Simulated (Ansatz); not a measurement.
# Fe2O3 (Hematite) (R-3c) in Ansatz: relaxation of cell and atoms with PBEsol

Aim: the relaxation of cell and atoms of Fe2O3 (Hematite) with PBEsol.

Program: Ansatz 0.2.0. These are calculated values, not measurements. Logs are shortened: lines on timing, memory, paths and dates and some standing lists are left out, and cuts for length are marked.

### 1 The structure

The structure is trigonal, space group R-3c (No. 167). Conventional cell: a = 5.038 Å, b = 5.038 Å, c = 13.772 Å, α = 90.00°, β = 90.00°, γ = 120.00°. Around Fe (site symmetry 3) lie 6 O at 1.95 to 2.12 Å. Around O (site symmetry 2) lie 4 Fe at 1.95 to 2.12 Å.

### 2 Relaxation of cell and atoms, PBEsol, collinear spin, ferromagnetic start

input.yaml reads:

```yaml
crystal:
  lattice:
    - [2.519, 1.4543453281, 4.5906666667]
    - [-2.519, 1.4543453281, 4.5906666667]
    - [0.0, -2.9086906562, 4.5906666667]
  atoms:
    - { symbol: Fe, position: [0.3553, 0.3553, 0.3553], spin: 3.0 }
    - { symbol: Fe, position: [0.1447, 0.1447, 0.1447], spin: 3.0 }
    - { symbol: Fe, position: [0.6447, 0.6447, 0.6447], spin: 3.0 }
    - { symbol: Fe, position: [0.8553, 0.8553, 0.8553], spin: 3.0 }
    - { symbol: O, position: [0.5559, 0.25, 0.9441] }
    - { symbol: O, position: [0.25, 0.9441, 0.5559] }
    - { symbol: O, position: [0.9441, 0.5559, 0.25] }
    - { symbol: O, position: [0.4441, 0.75, 0.0559] }
    - { symbol: O, position: [0.75, 0.0559, 0.4441] }
    - { symbol: O, position: [0.0559, 0.4441, 0.75] }
hamiltonian:
  xc: pbesol
  pseudopotentials: { kind: paw }
magnetization:
  spin_polarized: true
kpoints:
  mp_grid: { grid: [7, 7, 7] }
scf:
  occupations: { method: fermi_dirac, width: 0.05 }
output:
  forces: true
  stress: true
  eigenvalues: true
  write_density: true
  write_potential: true
  elf: true
  volumetric_format: npy
relax:
  f_tol: 0.01
  max_steps: 40
  cell: { stress_tol: 0.05 }
```

Potentials or basis: Ansatz PAW.

Command:

```bash
> ansatz run input.yaml --threads 4 --pin off --max-ram 11264MiB --backend cpu --events-out ev --progress --plain --runs-dir out
```

The program printed:

```text
Warning: RAYON_NUM_THREADS=4 ignored (pool sized by the plan → 4); use --threads N
Engine: ansatz 0.2.0, aarch64-unknown-linux-gnu
Pseudopotentials: kind: paw
Pseudopotential: Fe, paw, valence charge 16, recommended cutoff 420 eV (normal), Fe.paw.azcp
Pseudopotential: O, paw, valence charge 6, recommended cutoff 420 eV (normal), O.paw.azcp
Functional definition: PBEsol
  exchange = pbesol_x
  correlation = pbesol_c
Crystal: 10 atoms, lattice volume = 100.907 Å³
Basis set: ecut = 420 eV, 1947 PW (Γ), exchange–correlation on 80×80×80 points (8 copies of the dense FFT grid, shifted against one another)
Bands: 68, of which v1, the nominal top of the filled ones, is band 50 counted from 1 (49 counted from 0)
Symmetry: 12 space group operations
Space group: R-3c (ITA 167), of the structure as read, at distance tolerance 4.7e-5 Å
Magnetic group: BNS 167.103 (UNI 1333), of the structure as read, at distance tolerance 4.7e-5 Å
k-points: 44 of 343
Non-local potential: Fe, projectors of the file, l = 0: 3, l = 1: 2, l = 2: 3, l = 3: 1
Non-local potential: O, projectors of the file, l = 0: 2, l = 1: 2, l = 2: 1
PAW form: soft (Blöchl's): semilocal exchange-correlation on the pseudo side does not see the compensation charge
PAW frozen core: Fe, regenerated for the run's functional, and the local potential with it (the file was generated under x = pbe(κ = 0.804, μ = 0.2195149727645171), c = pbe(β = 0.06672455060314922))
PAW frozen core: O, regenerated for the run's functional, and the local potential with it (the file was generated under x = pbe(κ = 0.804, μ = 0.2195149727645171), c = pbe(β = 0.06672455060314922))
PAW one-centre angular grid: Fe, 590 points (default); XC on 64 Gauss nodes
PAW one-centre angular grid: O, 110 points (default); XC on 64 Gauss nodes
Initial density: superposition of atomic densities (chi_scale 0.1, normalization cell, long waves kept (reshape's long-wave potential 0.00 eV rms))
Starting moments: Σ|m| = 12 μB on 4 of 10 sites
Initial wavefunctions: pseudopotential atomic-orbital guess
Functional: x = pbesol(κ = 0.804, μ = 0.12345679012345678), c = pbesol(β = 0.046)
SCF iter   1: F=—  HF=-21155.039290 eV  |F-HF|=—  |Δ(HF+E_count)|=         —  Δρ=7.99e-2 (↑7.99e-2 ↓5.40e-2)  dr2=1.37e1  dr2_m=5.33e-1  M=11.874 μB ∫|m|=11.907 μB  β_m=0.30  ethr=3.10e-3  ⟨swp⟩=5.6  Hψ=19542  notcnv=0  defer=8
Mixer restart at iter 1: flushing history
preconditioner: auto → Kerker (q_TF=auto, 2.724 Å⁻¹)  [metal: Δε(μ)=0.003 eV  Ē_g=11.073 eV  σ=0.050 eV  W_gap=0.01  n_scr=32 (ndim 8)  ℏωp=30.5 eV  f_vac=0.000  D(μ)=14.30/eV (n_scr^D=210)]
spin=Collinear: Kerker preconditioning applied to the charge; magnetization (m = ρ↑ − ρ↓) channel mixes plain (no charge-response kernel on spin).
SCF iter   2: F=—  HF=-21155.776805 eV  |F-HF|=—  |Δ(HF+E_count)|=   7.38e-1  Δρ=3.60e-2 (↑3.60e-2 ↓2.62e-2)  dr2=2.10e0  dr2_m=3.22e-1  M=12.231 μB ∫|m|=12.249 μB  β_m=0.38  ethr=3.10e-3  ⟨swp⟩=3.6  Hψ=12150  notcnv=0  defer=462
SCF iter   3: F=—  HF=-21156.178812 eV  |F-HF|=—  |Δ(HF+E_count)|=   4.02e-1  Δρ=1.78e-2 (↑1.78e-2 ↓1.72e-2)  dr2=5.81e-1  dr2_m=1.12e-1  M=12.395 μB ∫|m|=12.410 μB  β_m=0.65  ethr=2.10e-3  ⟨swp⟩=2.0  Hψ=8027  notcnv=0  defer=461
SCF iter   4: F=—  HF=-21156.235714 eV  |F-HF|=—  |Δ(HF+E_count)|=   5.69e-2  Δρ=6.31e-3 (↑5.95e-3 ↓6.31e-3)  dr2=1.02e-1  dr2_m=3.64e-3  M=12.666 μB ∫|m|=12.687 μB  β_m=0.82  ethr=5.81e-4  ⟨swp⟩=2.6  Hψ=9785  notcnv=0  defer=461
SCF iter   5: F=—  HF=-21156.277561 eV  |F-HF|=—  |Δ(HF+E_count)|=         —  Δρ=1.08e-2 (↑9.90e-3 ↓1.08e-2)  dr2=1.59e-2  dr2_m=9.41e-2  M=13.309 μB ∫|m|=13.321 μB  β_m=0.82  ethr=1.02e-4  ⟨swp⟩=2.7  Hψ=11047  notcnv=0  defer=453
Mixer restart at iter 5: flushing history
SCF iter   6: F=—  HF=-21156.276923 eV  |F-HF|=—  |Δ(HF+E_count)|=   6.38e-4  Δρ=6.15e-3 (↑6.15e-3 ↓5.31e-3)  dr2=3.76e-3  dr2_m=2.82e-2  M=13.503 μB ∫|m|=13.514 μB  β_m=0.91  ethr=1.59e-5  ⟨swp⟩=2.1  Hψ=9609  notcnv=0  defer=453
SCF iter   7: F=—  HF=-21156.278919 eV  |F-HF|=—  |Δ(HF+E_count)|=   2.00e-3  Δρ=2.10e-3 (↑2.10e-3 ↓1.62e-3)  dr2=8.02e-3  dr2_m=1.25e-4  M=13.724 μB ∫|m|=13.734 μB  β_m=0.71  ethr=3.76e-6  ⟨swp⟩=2.0  Hψ=11468  notcnv=0  defer=453
SCF iter   8: F=—  HF=-21156.276154 eV  |F-HF|=—  |Δ(HF+E_count)|=   2.77e-3  Δρ=3.95e-4 (↑2.60e-4 ↓3.95e-4)  dr2=1.46e-4  dr2_m=3.71e-5  M=13.730 μB ∫|m|=13.741 μB  β_m=0.86  ethr=3.76e-6  ⟨swp⟩=2.0  Hψ=11327  notcnv=0  defer=453
[... 187 lines left out ...]
SCF 12 converged in 8 iterations: F = -21158.184287 eV  dr2 = 1.65e-12
relax step  12: F+E_penalty+E_count = -21158.18428700 eV  Δ(F+E_penalty+E_count) = +1.646e-3 eV  max|allowed force component| = 1.502e-3 eV/Å  Δτ_max = 0.0000 Å  P = -0.008 GPa  Ω = 84.035 Å³  stress off target by 1.15e-2 GPa  SCF on the basis re-selected at this cell (its energy is not comparable with the rows above)  (8 SCF iters)
basis re-selected at this cell: Δ(F+E_penalty+E_count) = +1.646e-3 eV, ΔP = -0.017 GPa vs the last step (what re-selecting the basis moved, of the pressure what is left beyond the Pulay correction that the steps carried, after the strain that the cell walked since its last selection, with what the two solves' SCF thresholds leave and, on support functions, any second-order correction that the steps lacked; it is no measure of the basis error at this ecutwfc). This SCF's stress stands 1.15e-2 GPa from its target on what of the cell is left free (relax.cell.stress_tol is 5.00e-2 GPa) and its largest allowed force component is 1.50e-3 eV/Å (relax.f_tol is 1.00e-2 eV/Å): within both
SCF converged after 8 iterations
Magnetization: 4.0004 μB (52.0002 up, 47.9998 down)
Absolute magnetization: 4.0743 μB (∫|ρ↑−ρ↓|, with the PAW one-centre terms)
Spin contamination: 0.0314 ħ² per cell (⟨S²⟩ above its minimum at these occupations)
Per-site moments (μB) at R_I (Å): [(0.854342631112341, 0.7703721638296295), (0.8543426311123405, 0.7703721638296293), (0.8543426311123403, 0.7703721638296291), (0.8543426311123409, 0.7703721638296295), (0.03221160720172089, 0.7703721638296291), (0.03221160720172097, 0.7703721638296293), (0.03221160720172088, 0.7703721638296291), (0.03221160720172094, 0.7703721638296293), (0.03221160720172082, 0.7703721638296293), (0.03221160720172082, 0.7703721638296293)]
Free energy (F): -21158.184287 eV
Harris-Foulkes:  -21158.184287 eV  (|F-HF|=7.28e-12)
Internal energy: -21158.111850 eV  (E = F + TS)
E sigma→0 (E₀):  -21158.148068 eV
Entropy (-TS):   -0.072437 eV (-7.244 meV/atom)
Fermi energy:    14.586474 eV
--- Per-component energies (eV) ---
  E_band       = -1006.851137
  E_kinetic    = 2450.004075
  E_local      = -11353.076224  (includes V_loc(G=0)·N_el)
  E_nonlocal   = 1166.572863
  E_hartree    = 4638.108789
  E_xc         = -904.363017
  E_vxc        = -1165.550914  (∫ρ·V_xc dr)
  E_paw        = -6241.614390  (= ΣΔE_a)
  E_vpaw       = -1381.037236  (= ΣTr[D̂ρ^β])
  E_aug_tail   = 0.018588  (compensation charges beyond the density's cutoff)
  E_ewald      = -10914.691069
  E_core_change = 0.928534  (= ΣΔE_core)
  E_smearing   = -0.072437  (= −TS)
  E_closure    = 0.000000  (closes the sum)
  Σ components = -21158.184287   (vs F -21158.184287, Δ=0.00e0)
--- Forces (eV/Å), atoms counted from 1 ---
  atom   1  Fe     0.00000000     0.00000000    -0.00150230
  atom   2  Fe     0.00000000    -0.00000000     0.00150230
  atom   3  Fe    -0.00000000    -0.00000000     0.00150230
  atom   4  Fe     0.00000000     0.00000000    -0.00150230
  atom   5  O      0.00046814     0.00081084    -0.00000000
  atom   6  O      0.00046814    -0.00081084     0.00000000
  atom   7  O     -0.00093628    -0.00000000    -0.00000000
  atom   8  O     -0.00046814    -0.00081084     0.00000000
  atom   9  O     -0.00046814     0.00081084     0.00000000
  atom  10  O      0.00093628     0.00000000     0.00000000
  max |Σ_I F_I| component: 5.82e-18 eV/Å
--- Stress (GPa, compression-positive) ---
       -0.011454      -0.000000      -0.000000
       -0.000000      -0.011454       0.000000
       -0.000000       0.000000      -0.002263
  P = ⅓ Tr σ = -0.0084 GPa (-0.084 kbar)
--- Band table (eV; the first three rows and the last of 88) ---
  k-point 0 ↑: bands = ["-73.3898", "-73.3739", "-73.3735", "-73.3594", "-39.8470", "-39.8168", "-39.7000", "-39.6905", "-39.5465", "-39.5465", "-39.5292", "-39.5292", "-39.4609", "-39.4609", "-39.4597", "-39.4597", "-7.0290", "-4.9456", "-4.9245", "-4.9245", "-4.7266", "-4.7266", "5.5224", "6.7033", "6.7033", "6.7822", "6.9108", "6.9108", "7.8757", "7.8757", "7.9952", "8.1367", "8.1367", "8.7866", "9.6485", "10.1806", "10.1806", "11.1850", "11.3721", "11.3721", "11.8860", "12.5978", "12.5978", "12.8838", "12.9816", "12.9816", "13.0420", "13.0420", "13.6900", "14.0633", "14.0633", "14.1348", "15.0680", "15.0680", "15.1967", "15.1967", "16.9316", "16.9316", "17.1165", "17.1165", "20.2106", "23.4804", "26.3190", "26.8957", "26.8957", "27.2239", "27.9152", "27.9152"]
  k-point 1 ↑: bands = ["-73.3890", "-73.3750", "-73.3725", "-73.3602", "-39.8452", "-39.8178", "-39.7000", "-39.6915", "-39.5467", "-39.5446", "-39.5314", "-39.5255", "-39.4656", "-39.4608", "-39.4594", "-39.4586", "-6.9221", "-4.9821", "-4.9384", "-4.9286", "-4.8028", "-4.7521", "5.6441", "6.5081", "6.7248", "6.7578", "6.8147", "7.1678", "7.8232", "7.9311", "7.9426", "8.1121", "8.3122", "9.1582", "9.5238", "10.1570", "10.1639", "10.8509", "11.0482", "11.1760", "12.0075", "12.4803", "12.7753", "12.9556", "13.0286", "13.0312", "13.1175", "13.1257", "13.7268", "13.9792", "14.0432", "14.1714", "15.0637", "15.0640", "15.2787", "15.3517", "16.7884", "16.8148", "17.0090", "17.0465", "20.6032", "23.9022", "25.9137", "26.1754", "26.4988", "27.0015", "27.7095", "28.0508"]
  k-point 2 ↑: bands = ["-73.3868", "-73.3772", "-73.3706", "-73.3621", "-39.8402", "-39.8211", "-39.6998", "-39.6940", "-39.5468", "-39.5389", "-39.5359", "-39.5169", "-39.4765", "-39.4647", "-39.4565", "-39.4562", "-6.6185", "-5.2220", "-4.9488", "-4.9393", "-4.8973", "-4.8139", "5.8872", "6.4759", "6.5250", "6.8556", "6.8718", "7.3007", "7.8015", "7.9903", "8.0256", "8.3961", "8.4818", "9.1986", "9.4866", "9.9437", "10.0642", "10.2937", "10.6815", "10.8524", "12.1101", "12.3202", "13.0315", "13.0890", "13.1470", "13.1950", "13.3509", "13.3620", "13.7180", "13.7844", "13.9440", "14.1095", "15.2198", "15.2806", "15.3835", "15.6834", "16.4159", "16.4628", "16.7936", "16.8134", "21.6036", "24.8619", "25.1103", "25.2250", "25.7170", "26.9741", "27.6333", "28.2038"]
  k-point 43 ↓: bands = ["-72.3233", "-72.3225", "-72.3036", "-72.3029", "-38.7163", "-38.7141", "-38.5864", "-38.5855", "-38.5559", "-38.5528", "-38.5430", "-38.5373", "-38.4710", "-38.4666", "-38.4624", "-38.4584", "-6.0394", "-5.8986", "-4.8406", "-4.7876", "-4.7770", "-4.7364", "6.6220", "6.7108", "7.0600", "7.1884", "7.5509", "7.6954", "7.7825", "7.9410", "8.1849", "8.2156", "8.5592", "8.7452", "9.8404", "10.0168", "10.2899", "10.3596", "10.5552", "10.7713", "13.6273", "13.6915", "13.7118", "13.7866", "14.1961", "14.3203", "14.4906", "14.5021", "14.5934", "14.6126", "14.7251", "14.8447", "15.9487", "16.0801", "16.4307", "16.5348", "16.5386", "16.7186", "17.0599", "17.1102", "22.9153", "23.1746", "26.2764", "26.4989", "27.1623", "27.4998", "28.0110", "28.1356"]
--- Relaxed structure (10 steps of the walk, 9 accepted, 2 SCFs on fresh bases) ---
  F+E_penalty+E_count = -21158.18428700 eV   max|allowed force component| = 1.502e-3 eV/Å   (the final SCF, on the basis selected at the relaxed cell)
  cell:  # Å, volume = 84.0354 Å³
    - [2.34888546157348, 1.3561296535350469, 4.396914022280374]
    - [-2.34888546157348, 1.3561296535350469, 4.396914022280374]
    - [-3.6082741703162716e-34, -2.7122593070700938, 4.396914022280374]
  atoms:
    - { symbol: Fe, position: [0.34536760468289734, 0.34536760468289734, 0.3453676046828973] }
    - { symbol: Fe, position: [0.15463239531710277, 0.15463239531710277, 0.15463239531710274] }
    - { symbol: Fe, position: [0.6546323953171028, 0.6546323953171028, 0.6546323953171027] }
    - { symbol: Fe, position: [0.8453676046828973, 0.8453676046828973, 0.8453676046828972] }
    - { symbol: O, position: [0.5639137590592089, 0.2500000000000001, 0.9360862409407911] }
    - { symbol: O, position: [0.25000000000000017, 0.9360862409407911, 0.5639137590592088] }
    - { symbol: O, position: [0.9360862409407913, 0.5639137590592089, 0.24999999999999994] }
    - { symbol: O, position: [0.4360862409407912, 0.75, 0.06391375905920899] }
    - { symbol: O, position: [0.75, 0.06391375905920899, 0.4360862409407911] }
    - { symbol: O, position: [0.06391375905920899, 0.4360862409407912, 0.75] }
```

Wall time 2.7 min (4 threads of Arm Neoverse V2, shared host); peak memory 0.8 GiB.

Results:

```yaml
Free_energy: -21158.1843 eV
Relaxed_volume: 8.40 Å³/atom
Relaxed_cell: a = 5.166 Å, b = 5.166 Å, c = 5.166 Å, α = 54.09°, β = 54.09°, γ = 54.09°
Space_group_after_relaxing_to_0.05_Å: R-3c (No. 167)
Energy_gained_by_relaxing: 190.8 meV/atom
Ionic_steps: 11
Pressure_after_relaxing: 0.0 GPa
Band_gap_on_the_k_mesh: none (metal or under the smearing width)
Net_moment: 4.00 μB per cell
Absolute_moment: 4.07 μB per cell
Site_moments: Fe +0.85; O +0.03 μB
```

Step by step:
```
step  energy change (eV)  largest force (eV/Å)  volume (Å³)
   1              0.0000                0.9474       100.91
   2             -0.5180                0.9238        97.32
   3             -1.7034                0.8213        85.43
   4             -1.8724                0.4332        85.84
   5             -1.9434                0.0250        83.22
   6             -1.9489                0.0291        84.26
   7             -1.9490                0.0105        84.25
   8             -1.9490                0.0001        84.25
   9             -1.9077                0.0025        84.25
  10             -1.9097                0.0014        84.04
  11             -1.9081                0.0015        84.04
```

Final structure:
```
CELL_PARAMETERS angstrom
2.34889 1.35613 4.39691
-2.34889 1.35613 4.39691
0.00000 -2.71226 4.39691
ATOMIC_POSITIONS crystal
Fe 0.34537 0.34537 0.34537
Fe 0.15463 0.15463 0.15463
Fe 0.65463 0.65463 0.65463
Fe 0.84537 0.84537 0.84537
O 0.56391 0.25000 0.93609
O 0.25000 0.93609 0.56391
O 0.93609 0.56391 0.25000
O 0.43609 0.75000 0.06391
O 0.75000 0.06391 0.43609
O 0.06391 0.43609 0.75000
```

Caveat: the volume moved by over 15 % at a fixed basis, so the end points are rough; the plane-wave basis is chosen anew once the cell has moved, so the energies of steps on either side of that aren't comparable; the pressure holds a Pulay correction of +1.1 GPa for the finite cutoff; semilocal functionals often make such compounds metallic where correlation or magnetic order opens a gap, which also shifts bond lengths; only a ferromagnetic start was run, and an antiferromagnetic order may lie lower in energy; the PAW data sets come from PBE, with cores solved anew for the run's functional, which leaves a small shift of forces and pressure. With open d or f shells a metallic result of PBEsol can be an artefact of self-interaction; +U or a hybrid may open a gap.

### 3 For comparison

An earlier run on the cell as given: functional PBEsol; potentials or basis Ansatz PAW; cutoff 420 eV (not typed: the program's choice for these potentials); k mesh 7 × 7 × 7; occupations fermi-dirac, width 0.05 eV; collinear spin, ferromagnetic start; starting moments [3.0, 3.0, 3.0, 3.0, 0.0, 0.0, 0.0, 0.0, 0.0, 0.0] μB.

- Pressure: -12.9 GPa
- Largest force: 0.947 eV/Å
- Band gap on the k mesh: none (metal or under the smearing width)
- Net moment: 13.74 μB per cell
- Absolute moment: 13.76 μB per cell
- Site moments: Fe +2.86; O +0.16 μB
